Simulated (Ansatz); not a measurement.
Runs of Ansatz 0.2.0 on CuAu3. The structure is cubic, space group Pm-3m (No. 221). The conventional cell has a = 3.980 Å, b = 3.980 Å, c = 3.980 Å, α = 90.00°, β = 90.00°, γ = 90.00°. Au (site symmetry 4/mmm) is surrounded by 8 Au at 2.81 Å and 4 Cu at 2.81 Å. Around Cu (site symmetry m-3m) lie 12 Au at 2.81 Å. 

```csv
task,level,spin,cell,cutoff (eV),points for each segment of the path,gap on the mesh (eV),pressure (GPa),V0 of scaled cells (Å³/atom),B0 (GPa)
equation of state,r2SCAN,off,as given,500,-,-,-,16.09,154
equation of state,LDA,off,as given,420,-,-,-,15.24,195
equation of state,PBEsol,off,as given,420,-,-,-,(b),175
band structure,PBEsol,"SOC, no magnetisation",as given,420,14,none,(a),-,-
single point,PBEsol,off,"atoms moved at random, drawn with an rms of 0.05 Å",420,-,none,-0.4,-,-
single point,PBEsol,off,as given,420,-,none,(c),-,-
```

Alike in all rows: potentials or basis Ansatz PAW; k mesh 7 × 7 × 7; smearing fermi-dirac 0.05 eV.

**Question.** Fill in the values left out.

**Answer.** (a) -2.2; (b) 15.67; (c) -1.0.

Caveats: the PAW data sets come from PBE, with cores solved anew for the run's functional, which leaves a small shift of forces and pressure (some runs); the PAW data sets were made with another functional, which shifts forces and pressure a little (some runs).

A k mesh can miss the band edges, and rows without SOC leave out spin-orbit coupling on Au.

A gap of «none» marks a metal or a gap under the smearing width.
